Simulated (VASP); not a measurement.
## FeSi23 (a cell with a defect): single point with PBEsol+U

FeSi23 (a cell with a defect):

```
Fe Si
1.0
     0.00000    8.15550    8.15550
     5.43700    0.00000    5.43700
     5.43700    5.43700    0.00000
Fe Si
1 23
Direct
  0.00000 0.00000 0.00000
  0.00000 0.00000 0.50000
  0.00000 0.50000 0.00000
  0.00000 0.50000 0.50000
  0.33333 0.00000 0.00000
  0.33333 0.00000 0.50000
  0.33333 0.50000 0.00000
  0.33333 0.50000 0.50000
  0.66667 0.00000 0.00000
  0.66667 0.00000 0.50000
  0.66667 0.50000 0.00000
  0.66667 0.50000 0.50000
  0.08333 0.12500 0.12500
  0.08333 0.12500 0.62500
  0.08333 0.62500 0.12500
  0.08333 0.62500 0.62500
  0.41667 0.12500 0.12500
  0.41667 0.12500 0.62500
  0.41667 0.62500 0.12500
  0.41667 0.62500 0.62500
  0.75000 0.12500 0.12500
  0.75000 0.12500 0.62500
  0.75000 0.62500 0.12500
  0.75000 0.62500 0.62500
```

```
Program                : VASP 6.6.1
Task                   : single point
Functional             : PBEsol
Potentials or basis    : VASP PAW PBE potentials, release 64 (Fe, Si)
Cutoff                 : 350 eV
k mesh                 : 2 × 3 × 3
Occupations            : gaussian, width 0.03 eV
Spin                   : collinear spin, ferromagnetic start
Starting moments       : [2.0, 0.0, 0.0, 0.0, 0.0, 0.0, 0.0, 0.0, 0.0, 0.0, 0.0, 0.0, 0.0, 0.0, 0.0, 0.0, 0.0, 0.0, 0.0, 0.0, 0.0, 0.0, 0.0, 0.0] μB
Fixed moment           : 2 μB
Hubbard terms          : Fe d U = 4 eV
Dq                     : 0
Further INCAR settings : LREAL = Auto; ALGO = Normal; EDIFF = 1e-05
```

The pressure is -0.3 GPa. The largest force is 0.225 eV/Å. The net moment is 2.00 μB per cell, the site moments are Fe +2.83; Si -0.01, +0.00, -0.00, -0.05, -0.07, -0.02, -0.08 μB and the valence electrons inside the program's atomic spheres are Fe 7.14; Si 1.68, 1.69.

Forces on the atoms (eV/Å):
```
Fe   0.123  0.124  0.124
Si  -0.019  0.043 -0.049
Si  -0.019 -0.049  0.043
Si   0.088  0.016  0.016
Si  -0.052 -0.040 -0.040
Si  -0.005  0.010 -0.015
Si  -0.005 -0.015  0.010
Si  -0.008  0.010  0.010
Si  -0.082  0.148  0.148
Si  -0.050  0.088  0.069
Si  -0.050  0.069  0.088
Si  -0.008  0.016  0.016
Si  -0.120 -0.102 -0.102
Si   0.021  0.006  0.003
Si   0.021  0.003  0.006
Si  -0.025 -0.020 -0.020
Si   0.034 -0.015 -0.015
Si   0.065 -0.089 -0.025
Si   0.065 -0.025 -0.089
Si  -0.023 -0.011 -0.011
Si   0.003 -0.135 -0.135
Si   0.032 -0.022 -0.003
Si   0.032 -0.003 -0.022
Si  -0.019 -0.005 -0.005
```

Stress tensor (GPa, compression positive):
```
-0.10  0.01  0.01
 0.01 -0.35 -0.10
 0.01 -0.10 -0.35
```

Eigenvalues of the final occupation matrices:
| site | spin | trace | eigenvalues |
| --- | --- | --- | --- |
| site 1 d | 1 | 4.54 | 0.89 0.90 0.90 0.92 0.93 |
| site 1 d | 2 | 1.73 | 0.03 0.26 0.34 0.43 0.67 |

Run time: 4.9 min on 4 MPI ranks on AMD EPYC 9R45 (Zen 5), with other jobs on the host, peak memory 0.62 GiB a rank.

Caveat: the PAW data sets were made with another functional, which shifts forces and pressure a little; the total moment is fixed, so each spin has its own Fermi level; the U is typed as a test and isn't derived for this compound. The state reached can hang on the start; a lower one may exist.
